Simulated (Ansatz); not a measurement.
# Cutoff convergence: LiF

System: LiF (rock salt type, first atom moved by 0.06 Å along [111]), 2 atoms in the cell.

```
Li F
1.0
     0.00000    2.03500    2.03500
     2.03500    0.00000    2.03500
     2.03500    2.03500    0.00000
Li F
1 1
Direct
  0.00851 0.00851 0.00851
  0.50000 0.50000 0.50000
```

All numbers below come from HSE06, plane waves, PAW datasets (generated soft set 1) (Ansatz 0.2.0 development build).

Exchange singularity: Wigner-Seitz; k-mesh 4×4×4 Γ-centred; Fermi–Dirac smearing of 0.05 eV; no spin polarisation.

```csv
cutoff (eV),E − E(top) (meV/atom),pressure at fixed basis (GPa),corrected pressure (GPa),rms force change (meV/Å)
280,362.4,-45.15,-4.64,20.5
300,202.9,-29.30,-3.02,8.7
320,92.2,-16.74,-2.50,3.1
340,43.8,-10.35,-2.87,1.6
380,7.9,-4.39,-2.80,0.9
420,2.4,-2.94,-2.79,0.3
480,1.8,-2.89,-2.81,0.3
560,0.0,-2.99,-2.84,0.0
```

Against the 560 eV run, no lower cutoff brings the total energy within 1 meV/atom. Forces lie within 10 meV/Å (rms) from 300 eV on. The pressure at a fixed basis moves by -42.17 GPa at 280 eV.

The k-mesh is modest, so these values aren't fully converged in k.
